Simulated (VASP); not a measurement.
# SiC (P6_3mc) in VASP: further runs

The runs below take SiC through relaxation of cell and atoms, with PBEsol.

All numbers are computed with VASP 6.6.1; they aren't measurements. Logs are shortened: lines on timing, memory, paths and dates and some standing lists are left out, and cuts for length are marked.

## 1. Starting point

It takes space group P6_3mc (No. 186, hexagonal). The conventional cell has a = 3.095 Å, b = 3.095 Å, c = 15.170 Å, α = 90.00°, β = 90.00°, γ = 120.00°. Around Si (site symmetry 3m) lie 4 C at 1.90 Å. Around Si (site symmetry 3m) lie 4 C at 1.90 Å. Si (site symmetry 3m) has 4 C at 1.90 Å as nearest neighbours. Around C (site symmetry 3m) lie 4 Si at 1.90 Å. C (site symmetry 3m) is surrounded by 4 Si at 1.90 Å. C (site symmetry 3m) has 4 Si at 1.90 Å as nearest neighbours.

## 2. Relaxation of cell and atoms, PBEsol

INCAR reads:

```
  PREC = Accurate
  ENCUT = 600
  EDIFF = 1E-6
  ISMEAR = 0
  SIGMA = 0.03
  LREAL = False
  LASPH = True
  NELM = 80
  ALGO = Normal
  ISIF = 3
  LWAVE = False
  LCHARG = False
  GGA = PS
  IBRION = 2
  NSW = 90
  EDIFFG = -0.01
  KPAR = 4
```

KPOINTS reads:

```
Automatic mesh
0
Gamma
  12 12 2
```

POSCAR reads:

```
SiC
1.0
    3.0950000000      0.0000000000      0.0000000000
   -1.5475000000      2.6803486200      0.0000000000
    0.0000000000      0.0000000000     15.1700000000
Si C
6 6
Direct
    0.0000000000      0.0000000000      0.1250000000
    0.0000000000      0.0000000000      0.6250000000
    0.3333333300      0.6666666700      0.2917000000
    0.6666666700      0.3333333300      0.7917000000
    0.3333333300      0.6666666700      0.9583000000
    0.6666666700      0.3333333300      0.4583000000
    0.0000000000      0.0000000000      0.0000000000
    0.0000000000      0.0000000000      0.5000000000
    0.3333333300      0.6666666700      0.1667000000
    0.6666666700      0.3333333300      0.6667000000
    0.3333333300      0.6666666700      0.8333000000
    0.6666666700      0.3333333300      0.3333000000
```

Potentials or basis: VASP PAW PBE potentials, release 64 (Si, C).

Command:

```console
$ cat potpaw_PBE.64/Si/POTCAR potpaw_PBE.64/C/POTCAR > POTCAR
$ mpirun -np 4 vasp_std > vasp.out
```

OUTCAR:

```text
PREC = Accurate
   ENCUT = 600
   EDIFF = 1E-6
   ISMEAR = 0
   LREAL = False
   LASPH = True
   NELM = 80
   ISIF = 3
   GGA = PS
   IBRION = 2
   NSW = 90
   EDIFFG = -0.01

 ion  position               nearest neighbor table
   1  0.000  0.000  0.125-   9 1.90   9 1.90   9 1.90   7 1.90   5 3.10   3 3.10   3 3.10   5 3.10
                             5 3.10   3 3.10
   2  0.000  0.000  0.625-  10 1.90  10 1.90  10 1.90   8 1.90   6 3.10   4 3.10   6 3.10   4 3.10
                             4 3.10   6 3.10
   3  0.333  0.667  0.292-  12 1.90  12 1.90  12 1.90   9 1.90   6 3.10   6 3.10   6 3.10   1 3.10
                             1 3.10   1 3.10
   4  0.667  0.333  0.792-  11 1.90  11 1.90  11 1.90  10 1.90   5 3.10   5 3.10   5 3.10   2 3.10
                             2 3.10   2 3.10
   5  0.333  0.667  0.958-   7 1.90   7 1.90   7 1.90  11 1.90   4 3.10   4 3.10   4 3.10   1 3.10
                             1 3.10   1 3.10
   6  0.667  0.333  0.458-   8 1.90   8 1.90   8 1.90  12 1.90   3 3.10   3 3.10   3 3.10   2 3.10
                             2 3.10   2 3.10
   7  0.000  0.000  0.000-   5 1.90   5 1.90   5 1.90   1 1.90
   8  0.000  0.000  0.500-   6 1.90   6 1.90   6 1.90   2 1.90
   9  0.333  0.667  0.167-   1 1.90   1 1.90   1 1.90   3 1.90
  10  0.667  0.333  0.667-   2 1.90   2 1.90   2 1.90   4 1.90
  11  0.333  0.667  0.833-   4 1.90   4 1.90   4 1.90   5 1.90
  12  0.667  0.333  0.333-   3 1.90   3 1.90   3 1.90   6 1.90

  LATTYP: Found a hexagonal cell.
 ALAT       =     3.0950000000
 C/A-ratio  =     4.9014539580

  Lattice vectors:

 A1 = (   3.0950000000,   0.0000000000,   0.0000000000)
 A2 = (  -1.5475000000,   2.6803486200,   0.0000000000)
 A3 = (   0.0000000000,   0.0000000000,  15.1700000000)

Analysis of symmetry for initial positions (statically):
=====================================================================
 Subroutine PRICEL returns:
 Original cell was already a primitive cell.

 Routine SETGRP: Setting up the symmetry group for a
 hexagonal supercell.

 Subroutine GETGRP returns: Found 12 space group operations
 (whereof  6 operations were pure point group operations)
 out of a pool of 24 trial point group operations.

The static configuration has the point symmetry C_3v.
 The point group associated with its full space group is C_6v.

Analysis of symmetry for dynamics (positions and initial velocities):
=====================================================================
 Subroutine PRICEL returns:
 Original cell was already a primitive cell.

 Routine SETGRP: Setting up the symmetry group for a
 hexagonal supercell.

 Subroutine GETGRP returns: Found 12 space group operations
 (whereof  6 operations were pure point group operations)
 out of a pool of 24 trial point group operations.

The dynamic configuration has the point symmetry C_3v.
 The point group associated with its full space group is C_6v.

 Subroutine INISYM returns: Found 12 space group operations
 (whereof  6 operations are pure point group operations),
 and found     1 'primitive' translations

----------------------------------------------------------------------------------------

                                     Primitive cell

  volume of cell :     125.8455

  direct lattice vectors                    reciprocal lattice vectors
     3.095000000  0.000000000  0.000000000     0.323101777  0.186542898  0.000000000
    -1.547500000  2.680348620  0.000000000     0.000000000  0.373085797  0.000000000
     0.000000000  0.000000000 15.170000000     0.000000000  0.000000000  0.065919578

  length of vectors
     3.095000000  3.094999996 15.170000000     0.373085796  0.373085797  0.065919578

  position of ions in fractional coordinates (direct lattice)
     0.000000000  0.000000000  0.125000000
     0.000000000  0.000000000  0.625000000
     0.333333330  0.666666670  0.291700000
     0.666666670  0.333333330  0.791700000
     0.333333330  0.666666670  0.958300000
     0.666666670  0.333333330  0.458300000
     0.000000000  0.000000000  0.000000000
     0.000000000  0.000000000  0.500000000
     0.333333330  0.666666670  0.166700000
     0.666666670  0.333333330  0.666700000
     0.333333330  0.666666670  0.833300000
     0.666666670  0.333333330  0.333300000

  ion indices of the primitive-cell ions
   primitive index   ion index
                 1           1
                 2           2
                 3           3
                 4           4
                 5           5
                 6           6
                 7           7
                 8           8
                 9           9
                10          10
                11          11
                12          12

----------------------------------------------------------------------------------------

 KPOINTS: Automatic mesh

Automatic generation of k-mesh.
 Grid dimensions read from file:
 generate k-points for:   12   12    2

 Generating k-lattice:

  Cartesian coordinates                     Fractional coordinates (reciprocal lattice)
     0.026925148  0.015545242  0.000000000     0.083333333  0.000000000  0.000000000
     0.000000000  0.031090483  0.000000000     0.000000000  0.083333333  0.000000000
     0.000000000  0.000000000  0.032959789     0.000000000  0.000000000  0.500000000

  Length of vectors
     0.031090483  0.031090483  0.032959789

  Shift w.r.t. Gamma in fractional coordinates (k-lattice)
     0.000000000  0.000000000  0.000000000

 Subroutine IBZKPT returns following result:
 ===========================================

 Found     38 irreducible k-points:

 Following reciprocal coordinates:
            Coordinates               Weight
  0.000000  0.000000  0.000000      1.000000
  0.083333  0.000000  0.000000      6.000000
  0.166667  0.000000  0.000000      6.000000
  0.250000  0.000000  0.000000      6.000000
  0.333333  0.000000  0.000000      6.000000
  0.416667 -0.000000  0.000000      6.000000
[... 16 lines left out ...]
  0.250000  0.000000  0.500000      6.000000
  0.333333  0.000000  0.500000      6.000000
 [... further k-points ...]
   k-points           NKPTS =     38   k-points in BZ     NKDIM =     38   number of bands    NBANDS=     31
   number of dos      NEDOS =    301   number of ions     NIONS =     12
   total plane-waves  NPLWV =  98784
   dimension x,y,z NGX =    28 NGY =   28 NGZ =  126
   dimension x,y,z NGXF=    56 NGYF=   56 NGZF=  252
   ions per type =               6   6
   NGX,Y,Z   is equivalent  to a cutoff of  15.04, 15.04, 13.81 a.u.
   NGXF,Y,Z  is equivalent  to a cutoff of  30.08, 30.08, 27.62 a.u.
 SYSTEM =  unknown system
   PREC   = accura    normal or accurate (medium, high low for compatibility)
   ISTART =      0    job   : 0-new  1-cont  2-samecut
   ICHARG =      2    charge: 1-file 2-atom 10-const
   ISPIN  =      1    spin polarized calculation?
   LNONCOLLINEAR =      F non collinear calculations
   LSORBIT =      F    spin-orbit coupling
   LASPH  =      T    aspherical Exc in radial PAW
   ENCUT  =  600.0 eV  44.10 Ry    6.64 a.u.   6.18  6.18 30.30*2*pi/ulx,y,z
   NELM   =     80;   NELMIN=  2; NELMDL= -5     # of ELM steps
   EDIFF  = 0.1E-05   stopping-criterion for ELM
   LREAL  =      F    real-space projection
   EDIFFG = -.1E-01   stopping-criterion for IOM
   NSW    =     90    number of steps for IOM
   IBRION =      2    ionic relax: 0-MD 1-quasi-New 2-CG
   NFREE  =      1    steps in history (QN), initial steepest desc. (CG)
   ISIF   =      3    stress and relaxation
   ISYM   =      2    0-nonsym 1-usesym 2-fastsym
   POTIM  = 0.5000    time-step for ionic-motion
   TEBEG  =    0.0;   TEEND  =   0.0 temperature during run
   PSTRESS=    0.0 pullay stress
   NELECT =      48.0000    total number of electrons
   NUPDOWN=      -1.0000    fix difference up-down
   EMIN   =  10.00;   EMAX   =-10.00  energy-range for DOS
   EFERMI =   0.00;   METHOD = LEGACY
   ISMEAR =     0;   SIGMA  =   0.03  broadening in eV -4-tet -1-fermi 0-gaus
   EFERMI_NEDOS =   21; number of points for ismear=-14 and -15
   IALGO  =     38    algorithm
   IMIX   =      4    mixing-type and parameters
     AMIX     =   0.40;   BMIX     =  1.00
     AMIX_MAG =   1.60;   BMIX_MAG =  1.00
  volume/ion in A,a.u.               =      10.49        70.77
  Fermi-wavevector in a.u.,A,eV,Ry     =   1.187252  2.243580 19.178312  1.409566
  Thomas-Fermi vector in A             =   2.323407
   LORBIT       =      0    0 simple, 1 ext, 2 COOP (PROOUT), +10 PAW based schemes
   GGA     = PS    functional components
   LHFCALC =     F    Hartree Fock is set to
   AEXX    =    0.0000 exact exchange contribution
   IVDW    =     0    specifies the selected vdW correction
   LEPSILON=     F    determine dielectric tensor
   LRPA    =     F    only Hartree local field effects (RPA)
 conjugate gradient relaxation of ions
 non-spin polarized calculation
 Gauss-broadening in eV      SIGMA  =   0.03
  energy-cutoff  :      600.00
  volume of cell :      125.85
 maximum number of plane-waves:      4225
 NGX is ok and might be reduce to    28
   NGX = 13   NGY = 13   NGZ = 61

--------------------------------------- Ionic step        1  -------------------------------------------

 number of electron      47.9999999 magnetization

 Free energy of the ion-electron system (eV)
  ---------------------------------------------------
  ext. energy  EPLUGINS =         0.00000000
  ---------------------------------------------------
  free energy    TOTEN  =       -95.49679569 eV

  energy without entropy =      -95.49679569  energy(sigma->0) =      -95.49679569

------------------------ aborting loop because EDIFF is reached ----------------------------------------

  FORCE on cell =-STRESS in cart. coord.  units (eV):
  Direction    XX          YY          ZZ          XY          YZ          ZX
  --------------------------------------------------------------------------------------
  -------------------------------------------------------------------------------------
  Total       -2.5139369     -2.5139369     -1.9016836      0.0000000     -0.0000000      0.0000000
  in kB      -32.0057076    -32.0057075    -24.2109215      0.0000000     -0.0000000      0.0000000
  external PRESSURE =     -29.4074455 kB  Pullay stress =       0.0000000 kB
[... 261 lines left out ...]
  energy  without entropy=      -95.5137553097  energy(sigma->0) =      -95.51375531

--------------------------------------- Ionic step        7  -------------------------------------------

 number of electron      47.9999999 magnetization

 Free energy of the ion-electron system (eV)
  ---------------------------------------------------
  ext. energy  EPLUGINS =         0.00000000
  ---------------------------------------------------
  free energy    TOTEN  =       -95.51376233 eV

  energy without entropy =      -95.51376233  energy(sigma->0) =      -95.51376233

 E-fermi :   8.2619     XC(G=0): -11.5036

 val. band max:        8.1026171784   @ k =   0.0000   0.0000   0.0000
 cond. band min:      10.0149514751   @ k =   0.5000   0.0000   0.0000
 fundamental gap:      1.9123342967
 Fermi energy:         8.2619283364

 k-point     1 :       0.0000    0.0000    0.0000
  band No.  band energies     occupation
      1      -7.3750      2.00000
      2      -6.8510      2.00000
      3      -6.8157      2.00000
      4      -5.3109      2.00000
      5      -5.2828      2.00000
      6      -3.7704      2.00000
[... 805 lines left out ...]
     30      13.3181      0.00000
     31      14.1116      0.00000

 [... further k-points ...]

------------------------ aborting loop because EDIFF is reached ----------------------------------------

  FORCE on cell =-STRESS in cart. coord.  units (eV):
  Direction    XX          YY          ZZ          XY          YZ          ZX
  --------------------------------------------------------------------------------------
  -------------------------------------------------------------------------------------
  Total        0.0054409      0.0054409     -0.0108001      0.0000000     -0.0000000      0.0000000
  in kB        0.0702234      0.0702234     -0.1393927      0.0000000     -0.0000000      0.0000000
  external PRESSURE =       0.0003514 kB  Pullay stress =       0.0000000 kB
[... 27 lines left out ...]
  FREE ENERGIE OF THE ION-ELECTRON SYSTEM (eV)
  ---------------------------------------------------
  free  energy   TOTEN  =       -95.5137623257 eV

  energy  without entropy=      -95.5137623257  energy(sigma->0) =      -95.51376233

 reached required accuracy - stopping structural energy minimisation
```

Wall time 2 min (4 MPI ranks of AMD EPYC 9R45 (Zen 5), shared host); peak memory 0.37 GiB.

Results:

```yaml
Free_energy: -95.5138 eV
Relaxed_volume: 10.34 Å³/atom
Relaxed_cell: a = 3.080 Å, b = 3.080 Å, c = 15.112 Å, α = 90.00°, β = 90.00°, γ = 120.00°
Space_group_after_relaxing_to_0.05_Å: P6_3mc (No. 186)
Energy_gained_by_relaxing: 1.4 meV/atom
Ionic_steps: 7
Pressure_after_relaxing: 0.0 GPa
Band_gap_on_the_k_mesh: 1.91 eV, indirect (least direct gap 3.02 eV)
```

Step by step:
| step | energy change (eV) | largest force (eV/Å) | pressure (GPa) | volume (Å³) |
| --- | --- | --- | --- | --- |
| 1 | 0.0000 | 0.1430 | -2.94 | 125.85 |
| 2 | 0.0019 | 0.1145 | 3.26 | 122.37 |
| 3 | -0.0168 | 0.0260 | 0.00 | 124.14 |
| 4 | -0.0170 | 0.0142 | 0.02 | 124.13 |
| 5 | -0.0170 | 0.0149 | 0.02 | 124.13 |
| 6 | -0.0170 | 0.0101 | -0.01 | 124.14 |
| 7 | -0.0170 | 0.0008 | 0.00 | 124.14 |

Final structure:
```cif
data_structure
_symmetry_space_group_name_H-M 'P 1'
_symmetry_Int_Tables_number 1
_cell_length_a 3.0798
_cell_length_b 3.0798
_cell_length_c 15.1117
_cell_angle_alpha 90.000
_cell_angle_beta 90.000
_cell_angle_gamma 120.000
_cell_volume 124.14
loop_
_atom_site_label
_atom_site_type_symbol
_atom_site_fract_x
_atom_site_fract_y
_atom_site_fract_z
_atom_site_occupancy
Si1 Si 0.00000 0.00000 0.12504 1
Si2 Si 0.00000 0.00000 0.62504 1
Si3 Si 0.33333 0.66667 0.29182 1
Si4 Si 0.66667 0.33333 0.79182 1
Si5 Si 0.33333 0.66667 0.95831 1
Si6 Si 0.66667 0.33333 0.45831 1
C1 C 0.00000 0.00000 0.99969 1
C2 C 0.00000 0.00000 0.49969 1
C3 C 0.33333 0.66667 0.16683 1
C4 C 0.66667 0.33333 0.66683 1
C5 C 0.33333 0.66667 0.83332 1
C6 C 0.66667 0.33333 0.33332 1
```

Caveat: the PAW data sets were made with another functional, which shifts forces and pressure a little. A k mesh can miss the band edges.

## 3. Relaxation of cell and atoms, PBEsol

This run uses another cell than the first one, of 10.34 Å³/atom, 0.986 times its volume.

Edit INCAR of step 2 so:

```diff
@@ -2,3 +2,3 @@
   ENCUT = 600
-  EDIFF = 1E-6
+  EDIFF = 1E-7
   ISMEAR = 0
@@ -15,3 +15,3 @@
   NSW = 90
-  EDIFFG = -0.01
+  EDIFFG = -0.005
   KPAR = 4
```

KPOINTS is that of step 2.

POSCAR reads:

```
SiC                                     
1.0
    3.0798348539     -0.0000000000     -0.0000000000
   -1.5399174270      2.6672152183      0.0000000000
   -0.0000000000     -0.0000000000     15.1116731385
  Si              C             
     6     6
Direct
     0.0000000000000000    0.0000000000000000    0.1250363669786578
     0.0000000000000000    0.0000000000000000    0.6250363669786577
     0.3333333300000021    0.6666666699999979    0.2918190985840532
     0.6666666699999979    0.3333333300000021    0.7918190985840533
     0.3333333300000021    0.6666666699999979    0.9583117383839378
     0.6666666699999979    0.3333333300000021    0.4583117383839379
     0.0000000000000000    0.0000000000000000    0.9996886894021080
     0.0000000000000000    0.0000000000000000    0.4996886894021079
     0.3333333300000021    0.6666666699999979    0.1668269790874072
     0.6666666699999979    0.3333333300000021    0.6668269790874073
     0.3333333300000021    0.6666666699999979    0.8333171275638360
     0.6666666699999979    0.3333333300000021    0.3333171275638360
```

Potentials or basis: VASP PAW PBE potentials, release 64 (Si, C).

Command:

```console
$ cat potpaw_PBE.64/Si/POTCAR potpaw_PBE.64/C/POTCAR > POTCAR
$ mpirun -np 4 vasp_std > vasp.out
```

Wall time 37 s (4 MPI ranks of AMD EPYC 9R45 (Zen 5), shared host); peak memory 0.35 GiB.

Results (log left out):

```yaml
Free_energy: -95.5121 eV
Pressure_after_relaxing: 0.0 GPa
Band_gap_on_the_k_mesh: 1.91 eV, indirect (least direct gap 3.02 eV)
```

Final structure:
```
Si C
1.0
     3.07983    0.00000    0.00000
    -1.53992    2.66722    0.00000
     0.00000    0.00000   15.11167
Si C
6 6
Cartesian
  0.0000 0.0000 1.8895
  0.0000 0.0000 9.4453
  0.0000 1.7781 4.4099
  1.5399 0.8891 11.9657
  0.0000 1.7781 14.4817
  1.5399 0.8891 6.9259
  0.0000 0.0000 15.1070
  0.0000 0.0000 7.5511
  0.0000 1.7781 2.5210
  1.5399 0.8891 10.0769
  0.0000 1.7781 12.5928
  1.5399 0.8891 5.0370
```

Levels at points of the mesh, in eV from the valence-band top:
```tsv
k point	band 22	band 23	band 24	band 25	band 26	band 27
(0.00, 0.00, 0.00)	-0.04	0.00	0.00	5.12	5.29	5.70
(0.50, 0.00, 0.00)	-1.80	-1.68	-1.10	1.91	2.10	3.10
(0.00, 0.00, 0.50)	-0.10	-0.10	-0.10	5.18	5.18	5.93
(0.50, 0.00, 0.50)	-1.73	-1.31	-1.31	1.95	1.95	3.32
```

Caveat: the relaxation stopped at its first step, so nothing moved; the PAW data sets were made with another functional, which shifts forces and pressure a little.
